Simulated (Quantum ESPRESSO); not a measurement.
# BaTiO3 under changes of volume

One of the cells (12.840 Å³/atom); the others are scaled copies at fixed shape and fractional positions:

```
CELL_PARAMETERS angstrom
2.82737 1.63238 2.31839
-2.82737 1.63238 2.31839
0.00000 -3.26476 2.31839
ATOMIC_POSITIONS crystal
Ba 0.00000 0.00000 0.00000
Ti 0.48450 0.48450 0.48450
O 0.50860 0.01750 0.50860
O 0.01750 0.50860 0.50860
O 0.50860 0.50860 0.01750
```

```yaml
Program: Quantum ESPRESSO 7.5
Functional: LDA
Potentials_or_basis: GBRV 1.5 LDA
Cutoff: 612 eV
Density_cutoff: 4898 eV
k_mesh: 7 × 7 × 7
Occupations: fermi-dirac, width 0.05 eV
Spin: no spin polarisation
```

| volume (Å³/atom) | energy over the lowest point (meV/atom) | pressure (GPa) | gap on the mesh (eV) | largest force (eV/Å) |
| --- | --- | --- | --- | --- |
| 12.070 | 9.52 | 7.2 | 2.56 | 0.734 |
| 12.327 | 1.41 | 2.7 | 2.51 | 0.490 |
| 12.583 | 0.00 | -1.2 | 2.45 | 0.261 |
| 12.840 | ? | ? | ? | ? |
| 13.097 | 14.58 | -7.9 | 2.35 | 0.157 |
| 13.354 | 29.35 | -10.7 | 2.30 | 0.348 |
| 13.611 | 48.39 | -13.3 | 2.25 | 0.527 |

Q: What does the run at 12.840 Å³/atom give?

A: Energy over the lowest point 4.61 meV/atom; pressure -4.8 GPa; gap on the mesh 2.40 eV; largest force 0.147 eV/Å.

Worked out: A Birch-Murnaghan fit of order 3 (a polynomial in V^(-2/3)) to the other rows has its minimum at 12.51 Å³/atom with B0 = V·E''(V) = 188 GPa and B' = 4.5 at fixed shape and positions, which overstates the stiffness. It gives 4.61 meV/atom at 12.840 Å³/atom, against the run's 4.61, and -dE/dV = -4.6 GPa, against -4.8. A straight line through the other rows of the gap, of slope -2.59 eV per unit of ln V, gives 2.40 eV, against the run's 2.40.

Energies are extrapolated to zero smearing.

Caveats: spin-orbit coupling is left out, which moves the levels of the heavy elements; an odd mesh through Γ misses points on the zone boundary, where band edges often lie.
